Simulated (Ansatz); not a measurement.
Set up this calculation in Ansatz 0.2.0, as the native input.

```
Task                : relaxation of cell and atoms
Functional          : PBEsol
Dispersion          : D4
Potentials or basis : Ansatz PAW
Cutoff              : 420 eV (not typed: the program's choice for these potentials)
k mesh              : 7 × 7 × 4
Occupations         : fermi-dirac, width 0.05 eV
Spin                : no spin polarisation
```

The system is BaTiO3.

```
CELL_PARAMETERS angstrom
-3.80268 -0.05658 -0.02182
-0.02191 -0.03168 -4.13033
-0.11316 -7.97351 -0.06307
ATOMIC_POSITIONS crystal
Ba 0.04486 0.90917 0.49511
Ba 0.00815 0.92181 0.02441
Ti 0.45719 0.52057 0.20539
Ti 0.50232 0.47064 0.76225
O 0.48144 0.03993 0.24039
O 0.45629 0.07298 0.69357
O 0.53803 0.54059 0.44980
O 0.52906 0.55800 0.03050
O 0.98202 0.45740 0.26038
O 0.00064 0.50892 0.83819
```

The cell isn't the ideal one: all atoms moved at random, sigma 0.25 Å a component, cell strained at random, sigma 0.06.

One way to write it, as run:

input.yaml

```yaml
crystal:
  lattice:
    - [-3.80268156, -0.05658243, -0.02181512]
    - [-0.02191438, -0.03167986, -4.13033488]
    - [-0.11316485, -7.97351199, -0.06307272]
  atoms:
    - { symbol: Ba, position: [0.04486322, 0.90916552, 0.49511477] }
    - { symbol: Ba, position: [0.00814907, 0.9218096, 0.02441397] }
    - { symbol: Ti, position: [0.45719229, 0.52057169, 0.20538669] }
    - { symbol: Ti, position: [0.50231709, 0.47064326, 0.76225275] }
    - { symbol: O, position: [0.48144089, 0.03993233, 0.24039032] }
    - { symbol: O, position: [0.45628989, 0.07297889, 0.69356516] }
    - { symbol: O, position: [0.5380255, 0.54058565, 0.44980358] }
    - { symbol: O, position: [0.5290554, 0.55799572, 0.03050014] }
    - { symbol: O, position: [0.98202325, 0.45739828, 0.26038045] }
    - { symbol: O, position: [0.00064341, 0.50891906, 0.83819216] }
hamiltonian:
  xc: pbesol
  pseudopotentials: { kind: paw }
  dispersion: d4
kpoints:
  mp_grid: { grid: [7, 7, 4] }
scf:
  occupations: { method: fermi_dirac, width: 0.05 }
output:
  forces: true
  stress: true
  eigenvalues: true
relax:
  f_tol: 0.01
  max_steps: 40
  cell: { stress_tol: 0.05 }
```

Potentials or basis: Ansatz PAW.

The run is started by

```console
$ ansatz run input.yaml --threads 4 --pin off --max-ram 11264MiB --backend cpu --events-out ev --progress --plain --runs-dir out
```

It gave:

```json
{
 "Relaxed volume": "12.52 Å³/atom",
 "Relaxed cell": "a = 3.969 Å, b = 3.972 Å, c = 7.944 Å, α = 89.90°, β = 89.90°, γ = 89.90°",
 "Space group after relaxing (to 0.05 Å)": "R3m (No. 160)",
 "Energy gained by relaxing": "1001.4 meV/atom",
 "Ionic steps": "12",
 "Pressure after relaxing": "0.0 GPa",
 "Band gap on the k mesh": "2.27 eV, indirect (least direct gap 2.48 eV)"
}
```

Caveat: odd divisions of the mesh miss points on the zone boundary, where band edges often lie, so the gap on the mesh can be too wide; the plane-wave basis is chosen anew once the cell has moved, so the energies of steps on either side of that aren't comparable; the pressure holds a Pulay correction of +0.6 GPa for the finite cutoff; spin-orbit coupling is left out, which moves the levels of the heavy elements; the PAW data sets come from PBE, with cores solved anew for the run's functional, which leaves a small shift of forces and pressure.

Run time: 4.7 min on 4 threads of Arm Neoverse V1 (shared host), peak memory 0.8 GiB.
